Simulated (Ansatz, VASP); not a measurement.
Given: the input of a run of Ansatz 0.2.0 on CdS.

The input input.yaml:

```yaml
crystal:
  lattice:
    - [0.0, 2.753244, 2.753244]
    - [2.753244, 0.0, 2.753244]
    - [2.753244, 2.753244, 0.0]
  atoms:
    - { symbol: Cd, position: [0.0, 0.0, 0.0] }
    - { symbol: S, position: [0.5, 0.5, 0.5] }
hamiltonian:
  xc: r2scanh
  pseudopotentials: { kind: paw }
kpoints:
  mp_grid: { grid: [4, 4, 4] }
scf:
  occupations: { method: fermi_dirac, width: 0.1 }
output:
  forces: true
  stress: true
  eigenvalues: true
```

Potentials or basis: Ansatz PAW.

Launch:

```console
$ ansatz run input.yaml --threads 2 --pin off --max-ram 5632MiB --backend cpu --events-out ev --progress --plain --runs-dir out
```

Task: Translate it to VASP 6.6.1. Potentials there: VASP PAW PBE potentials, release 64 (Cd, S).

Result: As run (the cutoff follows the program's own potentials):

File run.py:

```python
from ase import Atoms
from ase.calculators.vasp import Vasp
from ase.dft.bandgap import bandgap

atoms = Atoms(
    ['Cd', 'S'],
    cell=[[0.0, 2.753244, 2.753244], [2.753244, 0.0, 2.753244], [2.753244, 2.753244, 0.0]],
    scaled_positions=[[0.0, 0.0, 0.0], [0.5, 0.5, 0.5]],
    pbc=True,
)
calc = Vasp(
    directory='calc',
    pp='PBE',
    setups='recommended',
    prec='Accurate',
    encut=520,
    ediff=1e-07,
    ismear=-1,
    sigma=0.1,
    lreal=False,
    lasph=True,
    nelm=80,
    algo='Normal',
    isif=2,
    lwave=False,
    lcharg=False,
    metagga='R2SCAN',
    lhfcalc=True,
    aexx=0.1,
    lmixtau=True,
    precfock='Fast',
    kpts=[4, 4, 4],
    gamma=True,
)
atoms.calc = calc

print('energy (eV):', atoms.get_potential_energy())
print('free energy (eV):', atoms.get_potential_energy(force_consistent=True))
print('forces (eV/A):')
print(atoms.get_forces())
print('stress (eV/A^3, Voigt):', atoms.get_stress())
print('Fermi level (eV):', calc.get_fermi_level())
gap, top, bottom = bandgap(calc)
print('band gap (eV):', gap, 'from (spin, k, band)', top, 'to', bottom)
```

Potentials or basis: VASP PAW PBE potentials, release 64 (Cd, S).

Run with:

```sh
$ python run.py
```

Both were run:

|  | VASP | Ansatz | Ansatz less VASP |
| --- | --- | --- | --- |
| gap on the k mesh at the Fermi level (eV) | 1.32 | 1.32 | +0.001 |
| least direct gap on the mesh (eV) | 2.74 | 2.75 | +0.013 |
| pressure (GPa) | -1.9 | -2.3 | -0.35 |

The two sets of potentials don't hold the same shells in valence.

Caveats: the k mesh is coarse (spacing up to 0.49 Å⁻¹), so the values aren't converged, least of all with exact exchange; the PAW data sets were made with another functional, which shifts forces and pressure a little (VASP); the PAW data sets come from PBE, with cores solved anew for the run's functional, which leaves a small shift of forces and pressure (Ansatz); the thresholds are loose for stress (Ansatz). A k mesh can miss the band edges.
